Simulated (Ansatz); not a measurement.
Nuclear-site quantities of Rb as the cell is scaled

```
Rb
1.0
     5.03446    0.00000    0.00000
    -2.51723    4.35997    0.00000
     0.00000    0.00000    8.33680
Rb
2
Cartesian
  0.0000 2.9066 2.0842
  2.5172 1.4533 6.2526
```

Atom numbers follow the list: Rb1, Rb2.

The conventional cell has a = 5.034 Å, b = 5.034 Å, c = 8.337 Å, α = 90.00°, β = 90.00°, γ = 120.00°.

The structure comes from a relaxation in the same program, started in the hcp type, and has space group P6_3/mmc. Whether it is a known phase or the ground state wasn't checked.

Method: DFT, PBE, all-electron PAW with datasets made for the crystal, scalar-relativistic in Ansatz 0.2.0.

Numerical set-up: a Γ-centred 11×11×6 k mesh, Fermi–Dirac smearing of 0.03 eV, cutoff 180 eV (chosen by the program for this cell), no spin polarisation.

The contact density is the mean electron density over the nuclear volume; its changes follow the s electrons' response to bonding and compression. Changes below are taken from the unscaled cell, where it is 362054 e/Å³ at Rb1.

The datasets are made afresh for each cell, so very small changes are uncertain.

(1) Does compression raise or lower the contact density at Rb1?

(2) Tabulate the changes with volume.

## Answers

(1) It raises it, by 0.89 e/Å³ over the whole range.

(2) 
```tsv
V/V(cell)	P (GPa)	Δρ(0) Rb1 (e/Å³)
0.9600	0.1	0.47
1.0000	0.0	0.00
1.0400	-0.1	-0.42
```
